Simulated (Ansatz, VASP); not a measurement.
## MnSi: VASP beside Ansatz

File INCAR:

```
SYSTEM = MnSi
PREC = Accurate
ENCUT = 600
EDIFF = 1E-6
ISMEAR = 0
SIGMA = 0.05
LREAL = .False.
LASPH = .True.
NELM = 100
ALGO = Normal
ISIF = 3
LWAVE = .False.
LCHARG = .False.
GGA = PE
IBRION = 2
NSW = 80
EDIFFG = -0.01
```

File KPOINTS:

```
Automatic mesh
0
Gamma
  8 8 8
  0 0 0
```

File POSCAR:

```
MnSi
1.0
    4.5480000000      0.0000000000      0.0000000000
    0.0000000000      4.5480000000      0.0000000000
    0.0000000000      0.0000000000      4.5480000000
Mn Si
4 4
Direct
    0.1380000000      0.1380000000      0.1380000000
    0.3620000000      0.8620000000      0.6380000000
    0.6380000000      0.3620000000      0.8620000000
    0.8620000000      0.6380000000      0.3620000000
    0.8460000000      0.8460000000      0.8460000000
    0.6540000000      0.1540000000      0.3460000000
    0.3460000000      0.6540000000      0.1540000000
    0.1540000000      0.3460000000      0.6540000000
```

Input for Ansatz:

```yaml
crystal:
  lattice:
    - [4.548, 0.0, 0.0]
    - [0.0, 4.548, 0.0]
    - [0.0, 0.0, 4.548]
  atoms:
    - { symbol: Mn, position: [0.138, 0.138, 0.138] }
    - { symbol: Mn, position: [0.362, 0.862, 0.638] }
    - { symbol: Mn, position: [0.638, 0.362, 0.862] }
    - { symbol: Mn, position: [0.862, 0.638, 0.362] }
    - { symbol: Si, position: [0.846, 0.846, 0.846] }
    - { symbol: Si, position: [0.654, 0.154, 0.346] }
    - { symbol: Si, position: [0.346, 0.654, 0.154] }
    - { symbol: Si, position: [0.154, 0.346, 0.654] }
basis:
  ecutwfc: 420
  ecutrho_ratio: 4
kpoints:
  mp_grid: { grid: [8, 8, 8] }
hamiltonian:
  xc: pbe
scf:
  occupations: { method: gaussian, width: 0.05 }
output:
  forces: true
  stress: true
  eigenvalues: true
relax:
  f_tol: 0.01
  max_steps: 60
  cell: { stress_tol: 0.04 }
```

Alike in both runs: task relaxation of cell and atoms; functional PBE; k mesh 8 × 8 × 8; occupations gaussian, width 0.05 eV; no spin polarisation.

|  | VASP | Ansatz |
| --- | --- | --- |
| version | VASP 6.6.1 | Ansatz 0.2.0 |
| potentials or method | VASP PAW PBE potentials, release 64 (Mn_pv, Si) | scalar-relativistic, plane waves, PAW |
| plane-wave cutoff (eV) | 600 | 420 |
| valence electrons in the cell | 68 | 76 |

```tsv
	VASP	Ansatz	Ansatz less VASP
gap on the k mesh at the Fermi level, each at its own relaxed structure (eV)	none	none	-
relaxed volume (Å³/atom)	11.37	11.37	+0.004
relaxed cell length with the largest relative difference (Å)	4.497	4.497	+0.0005
energy change over the relaxation (meV/atom)	-10	-9	+0.1
```

A gap of «none» marks a metal or a gap that the smearing closes. The two sets of potentials don't hold the same shells in valence.

Spin polarisation is off, so any magnetic state and its effect on volume and gap are missing.
